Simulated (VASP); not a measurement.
# SiC (Fm-3m) in VASP: further runs

One crystal, SiC, is run at these levels: LDA, PBE; tasks: relaxation of the atoms, relaxation of cell and atoms.

All numbers are computed with VASP 6.6.1; they aren't measurements. Logs are shortened: lines on timing, memory, paths and dates and some standing lists are left out, and cuts for length are marked.

**1. Starting point**

Symmetry: Fm-3m, No. 225, cubic system. The conventional cell has a = 4.013 Å, b = 4.013 Å, c = 4.013 Å, α = 90.00°, β = 90.00°, γ = 90.00°. Si (site symmetry m-3m) has 6 C at 2.01 Å as nearest neighbours. C (site symmetry m-3m) has 6 Si at 2.01 Å as nearest neighbours.

The cell was built by a generator and needn't be a form met in nature.

**2. Relaxation of the atoms, LDA**

INCAR reads:

```
PREC = Accurate
ENCUT = 600
EDIFF = 1E-7
ISMEAR = 0
SIGMA = 0.03
LREAL = False
LASPH = True
NELM = 80
ALGO = Normal
ISIF = 2
LWAVE = False
LCHARG = False
IBRION = 2
NSW = 40
EDIFFG = -0.01
```

KPOINTS reads:

```
regular mesh
0
Gamma
  12 12 12
```

POSCAR reads:

```
SiC                                     
1.0
    0.0000000000      2.0066124390      2.0066124390
    2.0066124390     -0.0000000000      2.0066124390
    2.0066124390      2.0066124390      0.0000000000
  Si              C             
     1     1
Direct
     0.0000000000000000    0.0000000000000000    0.0000000000000000
     0.5000000000000000    0.5000000000000000    0.5000000000000000
```

Potentials or basis: VASP PAW LDA potentials, release 64 (Si, C).

Launch:

```bash
> cat potpaw_LDA.64/Si/POTCAR potpaw_LDA.64/C/POTCAR > POTCAR
> mpirun -np 1 vasp_std > vasp.out
```

OUTCAR:

```text
PREC = Accurate
   ENCUT = 600
   EDIFF = 1E-7
   ISMEAR = 0
   LREAL = False
   LASPH = True
   NELM = 80
   ISIF = 2
   IBRION = 2
   NSW = 40
   EDIFFG = -0.01

 ion  position               nearest neighbor table
   1  0.000  0.000  0.000-   2 2.01   2 2.01   2 2.01   2 2.01   2 2.01   2 2.01
   2  0.500  0.500  0.500-   1 2.01   1 2.01   1 2.01   1 2.01   1 2.01   1 2.01

  LATTYP: Found a face centered cubic cell.
 ALAT       =     4.0132248780

  Lattice vectors:

 A1 = (   0.0000000000,   2.0066124390,   2.0066124390)
 A2 = (   2.0066124390,   0.0000000000,   2.0066124390)
 A3 = (   2.0066124390,   2.0066124390,   0.0000000000)

Analysis of symmetry for initial positions (statically):
=====================================================================
 Subroutine PRICEL returns:
 Original cell was already a primitive cell.

 Routine SETGRP: Setting up the symmetry group for a
 face centered cubic supercell.

 Subroutine GETGRP returns: Found 48 space group operations
 (whereof 48 operations were pure point group operations)
 out of a pool of 48 trial point group operations.

The static configuration has the point symmetry O_h .

Analysis of symmetry for dynamics (positions and initial velocities):
=====================================================================
 Subroutine PRICEL returns:
 Original cell was already a primitive cell.

 Routine SETGRP: Setting up the symmetry group for a
 face centered cubic supercell.

 Subroutine GETGRP returns: Found 48 space group operations
 (whereof 48 operations were pure point group operations)
 out of a pool of 48 trial point group operations.

The dynamic configuration has the point symmetry O_h .

 Subroutine INISYM returns: Found 48 space group operations
 (whereof 48 operations are pure point group operations),
 and found     1 'primitive' translations

----------------------------------------------------------------------------------------

                                     Primitive cell

  volume of cell :      16.1592

  direct lattice vectors                    reciprocal lattice vectors
     0.000000000  2.006612439  2.006612439    -0.249176169  0.249176169  0.249176169
     2.006612439  0.000000000  2.006612439     0.249176169 -0.249176169  0.249176169
     2.006612439  2.006612439  0.000000000     0.249176169  0.249176169 -0.249176169

  length of vectors
     2.837778526  2.837778526  2.837778526     0.431585785  0.431585785  0.431585785

  position of ions in fractional coordinates (direct lattice)
     0.000000000  0.000000000  0.000000000
     0.500000000  0.500000000  0.500000000

  ion indices of the primitive-cell ions
   primitive index   ion index
                 1           1
                 2           2

----------------------------------------------------------------------------------------

 KPOINTS: regular mesh

Automatic generation of k-mesh.
 Grid dimensions read from file:
 generate k-points for:   12   12   12

 Generating k-lattice:

  Cartesian coordinates                     Fractional coordinates (reciprocal lattice)
    -0.020764681  0.020764681  0.020764681     0.083333333  0.000000000  0.000000000
     0.020764681 -0.020764681  0.020764681     0.000000000  0.083333333  0.000000000
     0.020764681  0.020764681 -0.020764681     0.000000000  0.000000000  0.083333333

  Length of vectors
     0.035965482  0.035965482  0.035965482

  Shift w.r.t. Gamma in fractional coordinates (k-lattice)
     0.000000000  0.000000000  0.000000000

 Subroutine IBZKPT returns following result:
 ===========================================

 Found     72 irreducible k-points:

 Following reciprocal coordinates:
            Coordinates               Weight
  0.000000  0.000000  0.000000      1.000000
  0.083333  0.000000  0.000000      8.000000
  0.166667  0.000000  0.000000      8.000000
  0.250000  0.000000  0.000000      8.000000
  0.333333  0.000000  0.000000      8.000000
  0.416667  0.000000  0.000000      8.000000
[... 16 lines left out ...]
  0.500000  0.166667  0.000000     24.000000
 -0.416667  0.166667  0.000000     24.000000
 [... further k-points ...]
   k-points           NKPTS =     72   k-points in BZ     NKDIM =     72   number of bands    NBANDS=      8
   number of dos      NEDOS =    301   number of ions     NIONS =      2
   total plane-waves  NPLWV =  13824
   dimension x,y,z NGX =    24 NGY =   24 NGZ =   24
   dimension x,y,z NGXF=    48 NGYF=   48 NGZF=   48
   ions per type =               1   1
   NGX,Y,Z   is equivalent  to a cutoff of  14.06, 14.06, 14.06 a.u.
   NGXF,Y,Z  is equivalent  to a cutoff of  28.12, 28.12, 28.12 a.u.
 SYSTEM =  unknown system
   PREC   = accura    normal or accurate (medium, high low for compatibility)
   ISTART =      0    job   : 0-new  1-cont  2-samecut
   ICHARG =      2    charge: 1-file 2-atom 10-const
   ISPIN  =      1    spin polarized calculation?
   LNONCOLLINEAR =      F non collinear calculations
   LSORBIT =      F    spin-orbit coupling
   LASPH  =      T    aspherical Exc in radial PAW
   ENCUT  =  600.0 eV  44.10 Ry    6.64 a.u.   5.67  5.67  5.67*2*pi/ulx,y,z
   NELM   =     80;   NELMIN=  2; NELMDL= -5     # of ELM steps
   EDIFF  = 0.1E-06   stopping-criterion for ELM
   LREAL  =      F    real-space projection
   EDIFFG = -.1E-01   stopping-criterion for IOM
   NSW    =     40    number of steps for IOM
   IBRION =      2    ionic relax: 0-MD 1-quasi-New 2-CG
   NFREE  =      1    steps in history (QN), initial steepest desc. (CG)
   ISIF   =      2    stress and relaxation
   ISYM   =      2    0-nonsym 1-usesym 2-fastsym
   POTIM  = 0.5000    time-step for ionic-motion
   TEBEG  =    0.0;   TEEND  =   0.0 temperature during run
   PSTRESS=    0.0 pullay stress
   NELECT =       8.0000    total number of electrons
   NUPDOWN=      -1.0000    fix difference up-down
   EMIN   =  10.00;   EMAX   =-10.00  energy-range for DOS
   EFERMI =   0.00;   METHOD = LEGACY
   ISMEAR =     0;   SIGMA  =   0.03  broadening in eV -4-tet -1-fermi 0-gaus
   EFERMI_NEDOS =   21; number of points for ismear=-14 and -15
   IALGO  =     38    algorithm
   IMIX   =      4    mixing-type and parameters
     AMIX     =   0.40;   BMIX     =  1.00
     AMIX_MAG =   1.60;   BMIX_MAG =  1.00
  volume/ion in A,a.u.               =       8.08        54.52
  Fermi-wavevector in a.u.,A,eV,Ry     =   1.295084  2.447354 22.820276  1.677243
  Thomas-Fermi vector in A             =   2.426626
   LORBIT       =      0    0 simple, 1 ext, 2 COOP (PROOUT), +10 PAW based schemes
   GGA     = CA    functional components
   LHFCALC =     F    Hartree Fock is set to
   AEXX    =    0.0000 exact exchange contribution
   IVDW    =     0    specifies the selected vdW correction
   LEPSILON=     F    determine dielectric tensor
   LRPA    =     F    only Hartree local field effects (RPA)
 conjugate gradient relaxation of ions
 non-spin polarized calculation
 Gauss-broadening in eV      SIGMA  =   0.03
  energy-cutoff  :      600.00
  volume of cell :       16.16
 maximum number of plane-waves:       552
   NGX = 11   NGY = 11   NGZ = 11

 number of electron       8.0000000 magnetization

 Free energy of the ion-electron system (eV)
  ---------------------------------------------------
  ext. energy  EPLUGINS =         0.00000000
  ---------------------------------------------------
  free energy    TOTEN  =       -15.30421563 eV

  energy without entropy =      -15.30400308  energy(sigma->0) =      -15.30410935

 E-fermi :  12.7412     XC(G=0): -12.9292

 val. band max:       12.6920521811   @ k =   0.5000   0.4167   0.0000
 cond. band min:      12.7548293979   @ k =  -0.1667   0.0833   0.0000
 fundamental gap:      0.0627772167
 Fermi energy:        12.7412434547

 k-point     1 :       0.0000    0.0000    0.0000
  band No.  band energies     occupation
      1      -5.8593      2.00000
      2      12.7916      0.01756
      3      12.7916      0.01756
      4      12.7916      0.01755
      5      20.8490      0.00000
      6      21.7397      0.00000
      7      21.7397      0.00000
      8      21.7397      0.00000

 k-point     2 :       0.0833    0.0000    0.0000
  band No.  band energies     occupation
      1      -5.6876      2.00000
      2      11.8790      2.00000
      3      12.6824      1.99449
      4      12.6824      1.99449
      5      20.9072      0.00000
      6      21.7439      0.00000
      7      22.0170      0.00000
      8      22.0170      0.00000

 k-point     3 :       0.1667    0.0000    0.0000
  band No.  band energies     occupation
      1      -5.1745      2.00000
      2       9.7738      2.00000
      3      12.4189      2.00000
      4      12.4189      2.00000
      5      20.2274      0.00000
      6      21.5805      0.00000
      7      21.5805      0.00000
      8      22.7757      0.00000

 k-point     4 :       0.2500    0.0000    0.0000
  band No.  band energies     occupation
      1      -4.3263      2.00000
      2       7.2835      2.00000
      3      12.1233      2.00000
      4      12.1233      2.00000
      5      19.6111      0.00000
      6      20.1786      0.00000
      7      20.1786      0.00000
      8      23.5193      0.00000

 k-point     5 :       0.3333    0.0000    0.0000
  band No.  band energies     occupation
      1      -3.1577      2.00000
      2       4.8016      2.00000
      3      11.8838      2.00000
      4      11.8838      2.00000
      5      19.0533      0.00000
      6      19.0533      0.00000
      7      19.2177      0.00000
      8      23.1612      0.00000
[... 177 lines left out ...]
 k-point    22 :       0.4167    0.1667    0.0000
  band No.  band energies     occupation
      1      -2.1213      2.00000
      2       4.5190      2.00000
      3       9.9229      2.00000
      4      10.2966      2.00000
      5      15.8747      0.00000
      6      20.5594      0.00000
      7      21.3642      0.00000
      8      23.5959      0.00000

 k-point    23 :       0.5000    0.1667    0.0000
  band No.  band energies     occupation
      1      -0.6572      2.00000
      2       2.4424      2.00000
      3       9.2429      2.00000
      4      10.4740      2.00000
      5      15.9310      0.00000
      6      20.3814      0.00000
      7      21.0511      0.00000
      8      25.0187      0.00000

 k-point    24 :      -0.4167    0.1667    0.0000
  band No.  band energies     occupation
      1      -0.2251      2.00000
      2       1.9241      2.00000
      3       8.7427      2.00000
      4      10.8804      2.00000
      5      16.3789      0.00000
      6      19.6964      0.00000
      7      21.1654      0.00000
      8      25.6719      0.00000

 [... further k-points ...]
[... 5 lines left out ...]
  --------------------------------------------------------------------------------------
  -------------------------------------------------------------------------------------
  Total       -0.0006449     -0.0006449     -0.0006449      0.0000000      0.0000000     -0.0000000
  in kB       -0.0639459     -0.0639459     -0.0639459      0.0000000      0.0000000     -0.0000000
  external PRESSURE =      -0.0639459 kB  Pullay stress =       0.0000000 kB

 VOLUME and BASIS-vectors are now :
 -----------------------------------------------------------------------------
  energy-cutoff  :      600.00
  volume of cell :       16.16
      direct lattice vectors                 reciprocal lattice vectors
     0.000000000  2.006612439  2.006612439    -0.249176169  0.249176169  0.249176169
     2.006612439  0.000000000  2.006612439     0.249176169 -0.249176169  0.249176169
     2.006612439  2.006612439  0.000000000     0.249176169  0.249176169 -0.249176169

 POSITION                                       TOTAL-FORCE (eV/Angst)
 -----------------------------------------------------------------------------------
      0.00000      0.00000      0.00000         0.000000      0.000000      0.000000
      2.00661      2.00661      2.00661        -0.000000     -0.000000     -0.000000
 -----------------------------------------------------------------------------------
    total drift:                               -0.000000     -0.000000      0.000000

  FREE ENERGIE OF THE ION-ELECTRON SYSTEM (eV)
  ---------------------------------------------------
  free  energy   TOTEN  =       -15.3042156275 eV

  energy  without entropy=      -15.3040030768  energy(sigma->0) =      -15.30410935

 reached required accuracy - stopping structural energy minimisation
```

It took 3.5 s on 1 thread of Intel Xeon 6975P-C (Granite Rapids), shared host; peak memory 0.12 GiB.

Results:

| Quantity | Value |
| --- | --- |
| Free energy | -15.3042 eV |
| Pressure after relaxing | 0.0 GPa |
| Band gap on the k mesh | none (metal or under the smearing width) |

Final structure:
```cif
data_structure
_symmetry_space_group_name_H-M 'P 1'
_symmetry_Int_Tables_number 1
_cell_length_a 2.8378
_cell_length_b 2.8378
_cell_length_c 2.8378
_cell_angle_alpha 60.000
_cell_angle_beta 60.000
_cell_angle_gamma 60.000
_cell_volume 16.16
loop_
_atom_site_label
_atom_site_type_symbol
_atom_site_fract_x
_atom_site_fract_y
_atom_site_fract_z
_atom_site_occupancy
Si1 Si 0.00000 0.00000 0.00000 1
C1 C 0.50000 0.50000 0.50000 1
```

Caveat: the relaxation stopped at its first step, so nothing moved.

(Continued in part 2 of 3.)
